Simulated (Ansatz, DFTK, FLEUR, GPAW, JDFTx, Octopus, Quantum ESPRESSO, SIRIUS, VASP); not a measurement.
One calculation of NaCl, 11 ways

```
CELL_PARAMETERS angstrom
0.00000 2.79406 2.79406
2.79406 0.00000 2.79406
2.79406 2.79406 0.00000
ATOMIC_POSITIONS crystal
Cl 0.50000 0.50000 0.50000
Na 0.00000 0.00000 0.00000
```

The cell is a database's computed one, not the measured one.

Alike in all runs: task single point; functional PBEsol; k mesh 8 × 8 × 8; occupations fermi-dirac, width 0.05 eV; no spin polarisation; no spin-orbit coupling. Pressure is positive in compression and, in plane waves, holds the error of the finite cutoff, which Ansatz's Pulay term estimates and takes out.

| program and potentials | plane-wave cutoff (eV) | notes | band gap (eV) | pressure (GPa) |
| --- | --- | --- | --- | --- |
| Ansatz, Ansatz PAW | 420 | potentials made for PBE, which Ansatz adapts in part; 8 valence electrons an atom on average | 5.04 | 0.20 |
| VASP, PBE PAW files Cl, Na_pv, 520 eV | 520 | potentials made for PBE; 7 valence electrons an atom on average | 5.04 | 0.22 |
| SIRIUS, PseudoDojo 0.4.1 PBEsol standard (scalar relativistic) | 1202 | 8 valence electrons an atom on average | 5.04 | 0.22 |
| GPAW, PAW data sets generated for this functional | 800 | 7 valence electrons an atom on average | 5.04 | 0.24 |
| FLEUR, all-electron, FLAPW | - | - | 5.04 | - |
| Quantum ESPRESSO, GBRV 1.5 PBEsol | 612 | 8 valence electrons an atom on average | 5.04 | 0.28 |
| Octopus, pseudodojo_pbesol (PseudoDojo 0.4, PBEsol) | - | 8 valence electrons an atom on average | 5.04 | - |
| JDFTx, PseudoDojo-SR-PBEsol-0.4.1-standard with smoothed tails | 1197 | 8 valence electrons an atom on average | 5.04 | 0.22 |
| SIRIUS, all-electron FP-LAPW, apw+lo standard | - | - | 5.04 | - |
| Ansatz, all-electron LAPW, scalar-relativistic | - | - | 5.04 | 0.20 |
| DFTK, PseudoDojo SR PBEsol 0.4.1 standard (PBEsol) | 1197 | 8 valence electrons an atom on average | 5.04 | 0.22 |

All agree on the band gap. The pressure spans 0.20 (Ansatz, Ansatz PAW) to 0.28 GPa (Quantum ESPRESSO, GBRV 1.5 PBEsol), with all-electron results at 0.20.

Differences between rows come from potentials, basis sets and numerical settings, since the functional is the same but for its coding. Runs on potential files found faulty are left out.
